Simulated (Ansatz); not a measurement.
## Ni3Al: changing the pressure

The cell as given:

```
Ni Al
1.0
     3.52305    0.00000    0.00000
     0.00000    3.52305    0.00000
     0.00000    0.00000    3.52305
Ni Al
3 1
Direct
  0.50000 0.50000 0.00000
  0.50000 0.00000 0.50000
  0.00000 0.50000 0.50000
  0.00000 0.00000 0.00000
```

The cell is a database's computed one, not the measured one.

Kept alike: task relaxation of cell and atoms; functional PBEsol; k mesh 8 × 8 × 8; occupations fermi-dirac, width 0.05 eV; collinear spin, ferromagnetic start. Program: Ansatz, all-electron LAPW, scalar-relativistic. The mesh is that of the run's cell of 4 atoms. No spin-orbit coupling.

```csv
"pressure, P (GPa)",volume (Å³/atom),largest site moment (μB)
0,10.894,0.24
5,10.642,0.23
10,10.420,0.22
20,10.038,0.20
30,9.719,0.18
```

The relaxations keep at least the cell's symmetry (Pm-3m). For a metal such a mesh leaves the last digits unconverged. The runs follow the start's structure, whether or not it is the stable one at these pressures. P is the pressure aimed at, which the runs meet within some hundredths to tenths of a GPa. The runs hold the magnetic state that their start led to, which needn't be the lowest. Site moments count inside each atom's sphere or projector.

Task: What does the pressure change here?

Result: The volume falls from 10.894 to 9.719 Å³/atom between 0 and 30 GPa. The volume falls ever more slowly, since the solid stiffens under load. At the pressures aimed at, which the runs meet within some tenths of a GPa, the step from 0 to 5 GPa gives a mean bulk modulus near 214 GPa, the last step 310 GPa. The largest site moment falls from 0.24 to 0.18 μB between 0 and 30 GPa.
